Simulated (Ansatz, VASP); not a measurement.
Two plane-wave programs on Rh

The input INCAR:

```
SYSTEM = Rh
PREC = Accurate ; ENCUT = 520
EDIFF = 1E-7 ; ISMEAR = 0
SIGMA = 0.1 ; LREAL = .FALSE.
LASPH = .TRUE. ; NELM = 100
ALGO = Fast ; ISIF = 2
LWAVE = .FALSE. ; LCHARG = .TRUE.
GGA = PE ; LELF = .TRUE.
LVHAR = .TRUE. ; NBANDS = 38
```

File KPOINTS:

```
Automatic mesh
0
G
  9 9 2
  0 0 0
```

File POSCAR:

```
Rh
1.0
    2.6917446234      0.0000000000      0.0000000000
   -1.3458723117      2.3311192244      0.0000000000
    0.0000000000      0.0000000000      8.7980701300
Rh
4
Direct
    0.0000000000      0.0000000000      0.0000000000
    0.3333333300      0.6666666700      0.2500000000
    0.0000000000      0.0000000000      0.5000000000
    0.6666666700      0.3333333300      0.7500000000
```

Input for Ansatz:

```yaml
crystal:
  lattice:
    - [2.6917446234, 0.0, 0.0]
    - [-1.3458723117, 2.3311192244, 0.0]
    - [0.0, 0.0, 8.79807013]
  atoms:
    - { symbol: Rh, position: [0.0, 0.0, 0.0] }
    - { symbol: Rh, position: [0.33333333, 0.66666667, 0.25] }
    - { symbol: Rh, position: [0.0, 0.0, 0.5] }
    - { symbol: Rh, position: [0.66666667, 0.33333333, 0.75] }
basis:
  ecutwfc: 420
kpoints:
  mp_grid: { grid: [9, 9, 2] }
hamiltonian:
  xc: pbe
scf:
  occupations: { method: gaussian, width: 0.1 }
  lower_state_search: "off"
output:
  forces: true
  stress: true
  eigenvalues: true
```

Alike in both runs: task single point; functional PBE; k mesh 9 × 9 × 2; occupations gaussian, width 0.1 eV; no spin polarisation.

|  | VASP | Ansatz |
| --- | --- | --- |
| version | VASP 6.6.1 | Ansatz 0.2.0 |
| potentials or method | VASP PAW PBE potentials, release 64 (Rh_pv) | scalar-relativistic, plane waves, PAW |
| plane-wave cutoff (eV) | 520 | 420 |
| valence electrons in the cell | 60 | 68 |

|  | VASP | Ansatz | Ansatz less VASP |
| --- | --- | --- | --- |
| gap on the k mesh at the Fermi level (eV) | none | none | - |
| pressure (GPa) | 5.2 | 5.2 | -0.03 |
| largest component of the traceless stress (GPa) | 1.30 | 1.31 | +0.017 |

A gap of «none» marks a metal or a gap that the smearing closes. With one functional, cell and mesh, what is left measures potentials, basis and numerics. The two sets of potentials don't hold the same shells in valence.
